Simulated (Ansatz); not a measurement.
## ³³S nuclear quadrupole resonance in FeS₂

Cell: a COD entry, ions relaxed with PBE at fixed cell.

```cif
data_FeS2
_symmetry_space_group_name_H-M 'Pnnm'
_symmetry_Int_Tables_number 58
_cell_length_a 4.4400
_cell_length_b 5.3900
_cell_length_c 3.3700
_cell_angle_alpha 90.000
_cell_angle_beta 90.000
_cell_angle_gamma 90.000
loop_
_atom_site_label
_atom_site_type_symbol
_atom_site_symmetry_multiplicity
_atom_site_Wyckoff_symbol
_atom_site_fract_x
_atom_site_fract_y
_atom_site_fract_z
Fe Fe 2 a 0.0000 0.0000 0.0000
S S 4 g 0.2058 0.3753 0.0000
```

One atom of each set is listed.

All values are calculated (Ansatz; DFT, LDA, plane waves and PAW, scalar-relativistic, collinear spin, 420 eV cutoff, Γ-centred 10×8×13 k-points, Fermi–Dirac smearing 0.05 eV), not measured. Start moments as typed (μB): 3 on each Fe, none on the rest.

³³S: I = 3/2, Q = -69.40 mb (year-2017 value). Static lattice, zero field.

Q: Predict the zero-field ³³S lines of each site.

A: For I = 3/2 there is one line, ν = (|C_Q|/2)(1 + η²/3)^½.

```
site  atoms  V_zz (10²¹ V/m²)  C_Q (MHz)     η  line frequencies (MHz)
   S      4             13.10      -22.0  0.27                    11.1
```

The structure holds S–S bonds (2.27 Å). At S V_zz points along its one bond to S (within 1°).

At this cell the LDA pressure is -9 GPa, so with LDA the cell would shrink if it were relaxed. The start moments die out, and the run ends without spin.

Hardware: 4 threads of Intel Xeon Platinum 8259CL CPU @ 2.50GHz (Skylake/Cascade Lake) (x86_64; 32 cores open to the job, memory cap 10.0 GiB, no GPU), a shared host with a load of 0.5 a core. Wall time 32 s, CPU time 2 min, peak memory 1.1 GiB.
